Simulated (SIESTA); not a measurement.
## Ge under changes of volume

One of the cells (39.048 Å³/atom); the others are scaled copies at fixed shape and fractional positions:

```
CELL_PARAMETERS angstrom
4.05040 0.00000 0.00000
-2.02520 3.50775 0.00000
0.00000 0.00000 10.99336
ATOMIC_POSITIONS crystal
Ge 0.66667 0.33333 0.41485
Ge 0.33333 0.66667 0.91485
Ge 0.00000 0.00000 0.47745
Ge 0.00000 0.00000 0.97745
```

This isn't the form of Ge at room conditions, which is diamond.

* Program: SIESTA 5.4.2
* Functional: LDA
* Potentials or basis: PseudoDojo 0.4 standard (LDA files)
* Basis: DZP (energy shift 0.003 Ry; two zetas on semicore shells)
* Grid cutoff: 800 Ry
* Energy shift: 0.003 Ry
* k mesh: 8 × 8 × 3
* Occupations: fermi-dirac, width 0.05 eV
* Spin: no spin polarisation

```tsv
volume (Å³/atom)	energy over the lowest point (meV/atom)	pressure (GPa)	gap on the mesh (eV)	largest force (eV/Å)
36.705	0.00	-0.4	0.72	0.043
37.486	3.62	-1.1	0.71	0.014
38.267	10.21	-1.6	0.62	0.065
39.048	19.43	-2.1	0.50	0.111
39.829	30.97	-2.6	0.39	0.155
40.610	44.52	-2.9	0.29	0.195
41.391	?	?	?	?
```

Question: What does the run at 41.391 Å³/atom give?

Answer: Energy over the lowest point 59.83 meV/atom; pressure -3.3 GPa; gap on the mesh 0.20 eV; largest force 0.237 eV/Å.

Worked out: A Birch-Murnaghan fit of order 3 (a polynomial in V^(-2/3)) to the other rows has its minimum at 36.26 Å³/atom, just outside them, with B0 = V·E''(V) = 35 GPa and B' = 4.9 at fixed shape and positions, which overstates the stiffness. It gives 59.86 meV/atom at 41.391 Å³/atom, against the run's 59.83, and -dE/dV = -3.3 GPa, against -3.3. A parabola through the other rows of the gap, of slope -8.15 eV per unit of ln V there, extrapolates to 0.13 eV, against the run's 0.20. The fit is too stiff a form for this range.

Energies are extrapolated to zero smearing.

Caveats: an odd mesh through Γ misses points on the zone boundary, where band edges often lie; the basis of atomic orbitals isn't converged, which shifts pressures, moduli and gaps. Spin-orbit coupling on Ge is left out.
